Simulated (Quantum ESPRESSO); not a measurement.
The system is Si.

```xyz
6
Lattice="-3.3361 3.3361 3.3361 3.3361 -3.3361 3.3361 3.3361 3.3361 -3.3361" Properties=species:S:1:pos:R:3 pbc="T T T"
Si    1.6680    0.0000    3.3361
Si    3.3361    0.0000    1.6680
Si    3.3361    1.6680    0.0000
Si    1.6680    3.3361    0.0000
Si    0.0000    1.6680    3.3361
Si    0.0000    3.3361    1.6680
```

This isn't the form of Si at room conditions, which is diamond.

- Program: Quantum ESPRESSO 7.5
- Task: phonons
- Functional: PBE
- Potentials or basis: PseudoDojo 0.4.1 SR PBE standard
- Cutoff: 490 eV
- Density cutoff: 1959 eV
- k mesh: 6 × 6 × 6
- Occupations: gaussian, width 0.2 eV
- Spin: no spin polarisation
- Mixing beta: 0.5
- Most SCF iterations: 120
- SCF threshold: 1.2e-09 Ry

The cell and the atoms were relaxed first, to 25.42 Å³/atom (a = 5.829 Å, b = 5.829 Å, c = 5.829 Å, α = 109.47°, β = 109.47°, γ = 109.47°), and the response was taken there.

The first run showed a gap, so the response started from a second, tighter run with fixed occupations.

Q: What is the highest optical frequency at the zone centre, leaving out the macroscopic field of polar modes?

A: 480 cm⁻¹, a mode of symmetry Eg (Raman).

Optical modes at Γ, degenerate ones joined, polar ones without the macroscopic field:
```
cm⁻¹  components  symmetry  active in  IR intensity, summed ((D/Å)²/amu)
  69           3       T1g     silent                               0.00
 195           1       A2g     silent                               0.00
 367           3       T2u     silent                               0.00
 421           3       T2g      Raman                               0.00
 453           3       T1u         IR                               1.09
 480           2        Eg      Raman                               0.00
```

Born effective charge tensors (e):
atom 1, Si
```
 0.38  0.00  0.00
 0.00 -0.20  0.00
 0.00  0.00 -0.20
```
atom 2, Si
```
-0.20  0.00  0.00
 0.00 -0.20  0.00
 0.00  0.00  0.38
```
atom 3, Si
```
-0.20  0.00  0.00
 0.00  0.38  0.00
 0.00  0.00 -0.20
```
atom 4, Si
```
 0.38  0.00  0.00
 0.00 -0.20  0.00
 0.00  0.00 -0.20
```
atom 5, Si
```
-0.20  0.00  0.00
 0.00  0.38  0.00
 0.00  0.00 -0.20
```
atom 6, Si
```
-0.20  0.00  0.00
 0.00 -0.20  0.00
 0.00  0.00  0.38
```

Caveat: the mesh is thin for the dielectric tensor, Born charges and intensities, which usually come out too large; the gap is small at this level, which inflates the dielectric constant; the gap on the mesh is small and may close between mesh points, in which case fixed occupations spoil the response; on a mesh that holds Γ this program's dielectric tensor can be off by some percent beyond the error of the mesh.
